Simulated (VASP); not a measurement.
Input of a VASP 6.6.1 run:

run.py

```python
from ase.calculators.vasp import Vasp
from ase.io import read
from ase.optimize import FIRE

atoms = read('POSCAR')
calc = Vasp(
    directory='calc',
    xc='r2scan',
    pp='PBE',
    setups='recommended',
    prec='Accurate',
    encut=520,
    ediff=1e-07,
    ismear=1,
    sigma=0.1,
    lreal=False,
    lasph=True,
    nelm=60,
    algo='Normal',
    isif=2,
    lwave=True,
    lcharg=False,
    lmixtau=True,
    kpts=[8, 8, 8],
    gamma=True,
)
atoms.calc = calc
opt = FIRE(atoms, trajectory='relax.traj')
converged = opt.run(fmax=0.01, steps=40)
print('converged:', converged)

print('energy (eV):', atoms.get_potential_energy())
print('free energy (eV):', atoms.get_potential_energy(force_consistent=True))
print('forces (eV/A):')
print(atoms.get_forces())
print('stress (eV/A^3, Voigt):', atoms.get_stress())
print('Fermi level (eV):', calc.get_fermi_level())
print('cell (A, degrees):', atoms.cell.cellpar())
print('volume (A^3):', atoms.get_volume())
print('scaled positions:')
print(atoms.get_scaled_positions())
```

File POSCAR:

```
Nb
1.0
   -1.6174240000      1.6496260000      1.6663620000
    1.6295990000     -1.6814610000      1.7103730000
    1.6325900000      1.6966270000     -1.6981970000
Nb
1
Direct
   -0.0264050000     -0.0011800000      0.0021790000
```

Potentials or basis: VASP PAW PBE potentials, release 64 (Nb_sv).

Launch:

```bash
$ python run.py
```

Problem. Estimate the band gap on the k mesh.

Solution. None (metal or under the smearing width).

Final structure:
```
Nb
1.0
    -1.61742    1.64963    1.66636
     1.62960   -1.68146    1.71037
     1.63259    1.69663   -1.69820
Nb
1
Direct
  0.97360 0.99882 0.00218
```

Caveat: the relaxation stopped at its first step, so nothing moved; the PAW data sets were made with another functional, which shifts forces and pressure a little.
